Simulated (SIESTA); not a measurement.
InP:

```
CELL_PARAMETERS angstrom
0.00000 2.93050 2.93050
2.93050 0.00000 2.93050
2.93050 2.93050 0.00000
ATOMIC_POSITIONS crystal
In 0.00000 0.00000 0.00000
P 0.75000 0.75000 0.75000
```

* Program: SIESTA 5.4.2
* Task: single point
* Functional: PBE
* Potentials or basis: PseudoDojo 0.4 standard (PBE files)
* Basis: DZP (energy shift 0.003 Ry; two zetas on semicore shells)
* Grid cutoff: 500 Ry
* Energy shift: 0.003 Ry
* k mesh: 8 × 8 × 8
* Occupations: fermi-dirac, width 0.05 eV
* Spin: no spin polarisation

On this cell: pressure 3.6 GPa; largest force zero by symmetry; band gap on the k mesh 0.86 eV, direct.

The same run follows on a disturbed copy (atoms moved at random, drawn with an rms of 0.05 Å):

```xyz
2
Lattice="0.0000 2.9305 2.9305 2.9305 0.0000 2.9305 2.9305 2.9305 0.0000" Properties=species:S:1:pos:R:3 pbc="T T T"
In   -0.0592   -0.0125   -0.0019
P     4.4281    4.4563    4.3997
```

Question: What does the disturbed cell give?

Answer: The energy moves by +31.4 meV/atom; pressure 4.0 GPa; largest force 1.097 eV/Å; band gap on the k mesh 0.66 eV, direct.

Forces on the atoms (eV/Å):
```
In   0.832  0.674  0.237
P   -0.831 -0.675 -0.237
```

Stress tensor (GPa, compression positive):
```
3.85 0.68 2.29
0.68 3.98 2.83
2.29 2.83 4.20
```

Caveats: spin-orbit coupling is left out, which moves the levels of the heavy elements; the basis of atomic orbitals isn't converged, which shifts pressures, moduli and gaps.

